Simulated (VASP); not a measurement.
# MgO in VASP 6.6.1, single-point calculation

INCAR

```
NELM = 61
SIGMA = 0.01
METAGGA = R2SCAN
EDIFF = 0.001
IBRION = -1
NBANDS = 11
LASPH = .TRUE.
ISMEAR = 0
LWAVE = .FALSE.
PREC = Accurate
LCHARG = .FALSE.
LREAL = .FALSE.
ENCUT = 520
ALGO = All
NSW = 0
ISIF = 2
```

KPOINTS

```
KPOINTS created by Atomic Simulation Environment
0
Gamma
10 10 10
0 0 0
```

POSCAR

```
Mg O
 1.0000000000000000
     0.0000000000000000    2.4184696010000000    2.4184696010000000
     2.4184696010000000    0.0000000000000000    2.4184696010000000
     2.4184696010000000    2.4184696010000000    0.0000000000000000
 Mg  O
   1   1
Cartesian
  0.0000000000000000  0.0000000000000000  0.0000000000000000
  1.2092348005000000  1.2092348005000000  1.2092348005000000
```

The recommended PBE PAW datasets give the neutral cell 8 valence electrons.

Command

```
mpirun -np 1 vasp_std
```

OSZICAR

```
N       E                     dE             d eps       ncg     rms           ort
DAV:   1     0.147312475704E+02    0.14731E+02   -0.47976E+03   517   0.735E+02
DAV:   2    -0.189748876931E+02   -0.33706E+02   -0.32600E+02   517   0.140E+02
DAV:   3    -0.201168660173E+02   -0.11420E+01   -0.11411E+01   517   0.251E+01
DAV:   4    -0.201210026948E+02   -0.41367E-02   -0.41366E-02   517   0.175E+00
DAV:   5    -0.201210230071E+02   -0.20312E-04   -0.20312E-04   517   0.122E-01
SDA:   6    -0.120015459817E+02    0.81195E+01   -0.20312E-04   517   0.141E+02   0.000E+00
CGA:   7    -0.152784658797E+02   -0.32769E+01   -0.33011E+01   517   0.591E+00  -0.411E+00
CGA:   8    -0.155566339189E+02   -0.27817E+00   -0.27959E+00   517   0.910E-01  -0.770E-02
CGA:   9    -0.155874897203E+02   -0.30856E-01   -0.30896E-01   517   0.487E-02  -0.297E-03
CGA:  10    -0.155892520164E+02   -0.17623E-02   -0.17608E-02   517   0.520E-03   0.110E-04
CGA:  11    -0.155894607060E+02   -0.20869E-03   -0.20880E-03   517   0.923E-04  -0.665E-06
   1 F= -.15589461E+02 E0= -.15589461E+02  d E =-.811674E-24
```

From OUTCAR

```
k-points           NKPTS =     47   k-points in BZ     NKDIM =     47   number of bands    NBANDS=     11

   NELECT =       8.0000    total number of electrons

   dimension x,y,z NGX =    28 NGY =   28 NGZ =   28
   dimension x,y,z NGXF=    56 NGYF=   56 NGZF=   56

  energy-cutoff  :      520.00
  volume of cell :       28.29
      direct lattice vectors                 reciprocal lattice vectors
     0.000000000  2.418469601  2.418469601    -0.206742313  0.206742313  0.206742313
     2.418469601  0.000000000  2.418469601     0.206742313 -0.206742313  0.206742313
     2.418469601  2.418469601  0.000000000     0.206742313  0.206742313 -0.206742313

 k-points in reciprocal lattice and weights: KPOINTS created by Atomic Simulation Env
   0.00000000  0.00000000  0.00000000       0.001
   0.10000000  0.00000000  0.00000000       0.008
   0.20000000  0.00000000  0.00000000       0.008
   0.30000000  0.00000000  0.00000000       0.008
   0.40000000  0.00000000  0.00000000       0.008
   0.50000000  0.00000000  0.00000000       0.004
   0.10000000  0.10000000  0.00000000       0.006
   0.20000000  0.10000000  0.00000000       0.024
   ...

 E-fermi :  -0.3631

 k-point     1 :       0.0000    0.0000    0.0000
  band No.  band energies     occupation
      1     -16.8156      2.00000
      2      -0.4261      2.00000
      3      -0.4261      2.00000
      4      -0.4261      2.00000
      5       2.9376      0.00000
      6      15.5904      0.00000
      7      15.5906      0.00000
      8      15.5906      0.00000
      9      19.1153      0.00000
     10      19.2425      0.00000
     11      19.3063      0.00000

 k-point     2 :       0.1000    0.0000    0.0000
  band No.  band energies     occupation
      1     -16.7760      2.00000
      2      -0.8343      2.00000
      3      -0.4436      2.00000
      4      -0.4436      2.00000
      5       3.4485      0.00000
      6      14.7474      0.00000
      7      15.5854      0.00000
      8      15.5854      0.00000
      9      17.9028      0.00000
     10      17.9029      0.00000
     11      18.5698      0.00000

 k-point     3 :       0.2000    0.0000    0.0000
  band No.  band energies     occupation
      1     -16.6706      2.00000
      2      -1.6190      2.00000
      3      -0.4885      2.00000
      4      -0.4885      2.00000
      5       4.5377      0.00000
      6      13.0661      0.00000
      7      15.1860      0.00000
      8      15.1860      0.00000
      9      17.6924      0.00000
     10      17.6924      0.00000
     11      18.0282      0.00000

 k-point     4 :       0.3000    0.0000    0.0000
  band No.  band energies     occupation
      1     -16.5361      2.00000
      2      -2.3445      2.00000
      3      -0.5427      2.00000
      4      -0.5427      2.00000
      5       5.7704      0.00000
      6      11.3470      0.00000
      7      14.4762      0.00000
      8      14.4762      0.00000
      9      17.8528      0.00000
     10      18.4890      0.00000
     11      18.4890      0.00000

 k-point     5 :       0.4000    0.0000    0.0000
  band No.  band energies     occupation
      1     -16.4237      2.00000
      2      -2.8348      2.00000
      3      -0.5855      2.00000
      4      -0.5855      2.00000
      5       6.9980      0.00000
      6       9.8151      0.00000
      7      13.9573      0.00000
      8      13.9573      0.00000
      9      17.9912      0.00000
     10      19.5713      0.00000
     11      19.5713      0.00000

 ...

  Total       -2.8113578     -2.8113578     -2.8113578      0.0000000     -0.0000000      0.0000000
  in kB     -159.2116369   -159.2116369   -159.2116369      0.0000000     -0.0000000      0.0000000
  external PRESSURE =    -159.2116369 kB  Pullay stress =       0.0000000 kB

 POSITION                                       TOTAL-FORCE (eV/Angst)
 -----------------------------------------------------------------------------------
      0.00000      0.00000      0.00000        -0.000000     -0.000000     -0.000000
      1.20923      1.20923      1.20923         0.000000      0.000000      0.000000
 -----------------------------------------------------------------------------------
    total drift:                               -0.000003     -0.000003     -0.000003

  FREE ENERGIE OF THE ION-ELECTRON SYSTEM (eV)
  ---------------------------------------------------
  free  energy   TOTEN  =       -15.5894607060 eV

  energy  without entropy=      -15.5894607060  energy(sigma->0) =      -15.58946071
```

It converged. Results: gap between bands v and c on the k mesh 3.36 eV; least direct gap on the k mesh 3.36 eV; pressure -15.9 GPa. Band v is the last that the valence electrons fill when counted band by band, and c is the next.

For comparison, a separate r²SCAN run of the intended cell, on usual settings and not on those above, gives a gap of 3.36 eV on its mesh and a pressure of -16.0 GPa.

The run above took about 29 s on one core of a shared host (Intel Xeon 6975P-C) and held 0.18 GiB at most.
